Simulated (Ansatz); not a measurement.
`C[SiH2]C(F)(F)F` + `SS` → `C[SiH2]SS` + `FC(F)F` at 500 K and 1 bar (ligand exchange at the Si–C bond).

Isolated molecules relaxed with PBE0-D4/def2-TZVP in Ansatz; ΔE leaves out vibrations. CCSD(T)/CBS adds triple-zeta CCSD(T) − MP2 to the extrapolated MP2 energy (def2 sets, frozen cores). This one scheme is used for every species. One conformer a species, not always the lowest.

```json
{"species": "`C[SiH2]C(F)(F)F`", "CCSD(T)/CBS energy (Eh)": "-667.57559", "H − E (kJ/mol)": "229.3", "S (J/(mol·K))": "432.5"}
{"species": "`SS`", "CCSD(T)/CBS energy (Eh)": "-796.74576", "H − E (kJ/mol)": "70.8", "S (J/(mol·K))": "278.5"}
{"species": "`C[SiH2]SS`", "CCSD(T)/CBS energy (Eh)": "-1126.32699", "H − E (kJ/mol)": "218.2", "S (J/(mol·K))": "415.4"}
{"species": "`FC(F)F`", "CCSD(T)/CBS energy (Eh)": "-338.02896", "H − E (kJ/mol)": "90.5", "S (J/(mol·K))": "290.1"}
```

H − E and S are ideal-gas, rigid-rotor, harmonic terms from PBE0-D4/def2-TZVP, for one conformer and one mirror image of each species. 1 Eh = 2625.50 kJ/mol, R = 8.31446 J/(mol·K).

Task: By hand: ΔE, ΔH, ΔS and ΔG.

Result: ΔE = (-1126.32699) + (-338.02896) − (-667.57559) − (-796.74576) = -0.03460 Eh = -90.8 kJ/mol. Δ(H − E) = 218.2 + 90.5 − 229.3 − 70.8 = 8.6, so ΔH = -82.2 kJ/mol. ΔS = 415.4 + 290.1 − 432.5 − 278.5 = -5.5 J/(mol·K). ΔG = -82.2 − 500 × (-5.5)/1000 = -79.5 kJ/mol.

Task: By hand: the equilibrium constant, and the temperature at which ΔG would vanish if ΔH and ΔS stayed fixed.

Result: log₁₀ K = −ΔG/(RT ln 10) = 8.3. ΔG = 0 at ΔH/ΔS = 14945 K, far beyond where these terms or the molecules hold.

The number of gas molecules stays the same, so ΔS is small and ΔH decides. A doubt of 5 kJ/mol in ΔE shifts log₁₀ K by 0.5 here. Other conformers and mirror images would add mixing entropy, several J/(mol·K) or more a flexible species. Modes under 60 cm⁻¹, often nearly free rotors, make the harmonic entropy too high. These are equilibria of isolated gas molecules and say nothing of rates. Largest T1 diagnostic: 0.012 (customary marks: 0.02 for closed shells, 0.045 for open ones).
